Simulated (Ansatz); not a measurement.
# ZnO: the cost of one run

Method: DFT PBE, scalar-relativistic, plane waves, PAW, in Ansatz 0.2.0.

1 further run of the same task is left out (set aside as unsound or not needed).

## Step 1: The starting structure

The structure is cubic, space group I-43m (No. 217). The conventional cell has a = 6.270 Å, b = 6.270 Å, c = 6.270 Å, α = 90.00°, β = 90.00°, γ = 90.00°. Around Zn (site symmetry 3m) lie 4 O at 1.88 to 2.05 Å. O (site symmetry 3m) is surrounded by 4 Zn at 1.88 to 2.05 Å.

Coordinates:

```cif
data_structure
_symmetry_space_group_name_H-M 'P 1'
_symmetry_Int_Tables_number 1
_cell_length_a 5.4301
_cell_length_b 5.4301
_cell_length_c 5.4301
_cell_angle_alpha 109.471
_cell_angle_beta 109.471
_cell_angle_gamma 109.471
_cell_volume 123.25
loop_
_atom_site_label
_atom_site_type_symbol
_atom_site_fract_x
_atom_site_fract_y
_atom_site_fract_z
_atom_site_occupancy
Zn1 Zn 0.32953 0.32953 0.32953 1
Zn2 Zn 0.00000 0.00000 0.67047 1
Zn3 Zn 0.00000 0.67047 0.00000 1
Zn4 Zn 0.67047 0.00000 0.00000 1
O1 O 0.67626 0.67626 0.67626 1
O2 O 0.00000 0.00000 0.32374 1
O3 O 0.00000 0.32374 0.00000 1
O4 O 0.32374 0.00000 0.00000 1
```

The cell was relaxed beforehand at this level, from a generated guess; it is a trial structure. At a tolerance of 0.02 Å it has space group I-43m (No. 217); it has 15.41 Å³/atom, an uncorrected energy of -1.32 eV/atom over the elements.

## Step 2: Bands, states and charges

The input, input.yaml:

```yaml
crystal:
  lattice:
    - [-3.1350434774, 3.1350434774, 3.1350434774]
    - [3.1350434774, -3.1350434774, 3.1350434774]
    - [3.1350434774, 3.1350434774, -3.1350434774]
  atoms:
    - { symbol: Zn, position: [0.3295250965, 0.3295250965, 0.3295250965] }
    - { symbol: Zn, position: [0.0, 0.0, 0.6704749035] }
    - { symbol: Zn, position: [0.0, 0.6704749035, 0.0] }
    - { symbol: Zn, position: [0.6704749035, 0.0, 0.0] }
    - { symbol: O, position: [0.676259275, 0.676259275, 0.676259275] }
    - { symbol: O, position: [0.0, 0.0, 0.323740725] }
    - { symbol: O, position: [0.0, 0.323740725, 0.0] }
    - { symbol: O, position: [0.323740725, 0.0, 0.0] }
basis:
  ecutwfc: 420
kpoints:
  mp_grid: { grid: [6, 6, 6] }
  band_path:
    path:
      - [[0.0, 0.0, 0.0], [0.5, -0.5, 0.5], [0.0, 0.0, 0.5], [0.0, 0.0, 0.0], [0.25, 0.25, 0.25], [0.5, -0.5, 0.5]]
      - [[0.25, 0.25, 0.25], [0.0, 0.0, 0.5]]
    npoints: 14
hamiltonian:
  xc: pbe
scf:
  occupations: { method: gaussian, width: 0.02 }
  n_extra_bands: 20
output:
  forces: true
  stress: true
  eigenvalues: true
  populations: true
  dos: { projected: true, de: 0.02, nscf_kmesh: { grid: [9, 9, 9] } }
  bader: true
  write_density: true
  write_potential: true
  elf: true
  volumetric_format: npy
```

On the command line:

```console
$ ansatz run input.yaml --threads 1 --pin off --max-ram 2560MiB --backend cpu --events-out ev --progress --plain --runs-dir out
```

What time and memory should one allow on 1 thread of Arm Neoverse V2, shared host?

About 2.5 min, with a peak of 0.55 GiB.
